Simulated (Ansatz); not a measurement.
AlCu3 in Ansatz: the effect of functional

The system is AlCu3.

```
Cu Al
1.0
     0.00000    2.88801    2.88801
     2.88801    0.00000    2.88801
     2.88801    2.88801    0.00000
Cu Al
3 1
Direct
  0.75000 0.75000 0.75000
  0.25000 0.25000 0.25000
  0.50000 0.50000 0.50000
  0.00000 0.00000 0.00000
```

The cell comes from a database or a generator and needn't be the stable form of this composition.

Alike in all runs:

| Property | Result |
| --- | --- |
| Program | Ansatz 0.2.0 |
| Task | projected density of states |
| Potentials or basis | Ansatz PAW |
| k mesh | 5 × 5 × 5 |
| Occupations | fermi-dirac, width 0.05 eV |
| Spin | no spin polarisation |

| functional | cutoff | pressure (GPa) |
| --- | --- | --- |
| LDA | 420 eV (not typed: the program's choice for these potentials) | ? |
| PBEsol | 420 eV (not typed: the program's choice for these potentials) | -0.5 |
| r2SCAN | 500 eV (not typed: the program's choice for these potentials) | 0.5 |
| HSE06 | 420 eV (not typed: the program's choice for these potentials) | 5.0 |
| PBE0 | 420 eV (not typed: the program's choice for these potentials) | 4.6 |
| r2SCAN0 | 500 eV (not typed: the program's choice for these potentials) | 1.2 |

Q: What does the run with functional LDA give?

A: Pressure -5.9 GPa.

Caveats: all runs use coarse meshes; the PAW data sets come from PBE, with cores solved anew for the run's functional, which leaves a small shift of forces and pressure; the thresholds are loose for stress (some runs).
